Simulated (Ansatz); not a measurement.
CuO:

```xyz
4
Lattice="3.1795 0.0000 0.0000 -1.5898 2.7536 0.0000 0.0000 0.0000 4.4315" Properties=species:S:1:pos:R:3 pbc="T T T"
Cu    0.0000    0.0000    0.0000
Cu    0.0000    0.0000    2.2157
O     0.0000    1.8357    1.1079
O     1.5898    0.9179    3.3236
```

Measurements of this composition are mostly on another form, of space group No. 15.

- Program: Ansatz 0.2.0
- Task: relaxation of cell and atoms
- Functional: BLYP
- Dispersion: D3(BJ)
- Potentials or basis: Ansatz PAW
- Cutoff: 420 eV (not typed: the program's choice for these potentials)
- k mesh: 10 × 10 × 6
- Occupations: fermi-dirac, width 0.05 eV
- Spin: no spin polarisation

At the start: volume 9.70 Å³/atom.

Q: How do energy, volume and symmetry change on relaxing?

A: It ends after 12 steps and the volume is 9.52 Å³/atom (-1.8 %); space group P6_3/mmc (No. 194, to 0.05 Å).

Step by step:
```
step  energy change (eV)  largest force (eV/Å)  volume (Å³)
   1              0.0000                0.0000        38.80
   2             -0.4301                0.0000        38.28
   3             -0.6275                0.0000        37.80
   4             -0.6450                0.0000        38.40
   5             -0.6533                0.0000        37.90
   6             -0.6532                0.0000        37.92
   7             -0.6908                0.0000        37.92
   8             -0.6973                0.0000        38.02
   9             -0.6972                0.0000        38.08
  10             -0.6987                0.0000        38.08
  11             -0.6987                0.0000        38.08
  12             -0.6987                0.0000        38.08
```

Final structure:
```cif
data_structure
_symmetry_space_group_name_H-M 'P 1'
_symmetry_Int_Tables_number 1
_cell_length_a 2.9459
_cell_length_b 2.9459
_cell_length_c 5.0671
_cell_angle_alpha 90.000
_cell_angle_beta 90.000
_cell_angle_gamma 120.000
_cell_volume 38.08
loop_
_atom_site_label
_atom_site_type_symbol
_atom_site_fract_x
_atom_site_fract_y
_atom_site_fract_z
_atom_site_occupancy
Cu1 Cu 0.00000 0.00000 0.00000 1
Cu2 Cu 0.00000 0.00000 0.50000 1
O1 O 0.33333 0.66667 0.25000 1
O2 O 0.66667 0.33333 0.75000 1
```

Caveat: the plane-wave basis is chosen anew once the cell has moved, so the energies of steps on either side of that aren't comparable; the pressure holds a Pulay correction of +1.0 GPa for the finite cutoff; the run has no spin polarisation, though such a crystal can be magnetic; pairwise dispersion overbinds metals, which lowers pressure and volume; the PAW data sets come from PBE, with cores solved anew for the run's functional, which leaves a small shift of forces and pressure.
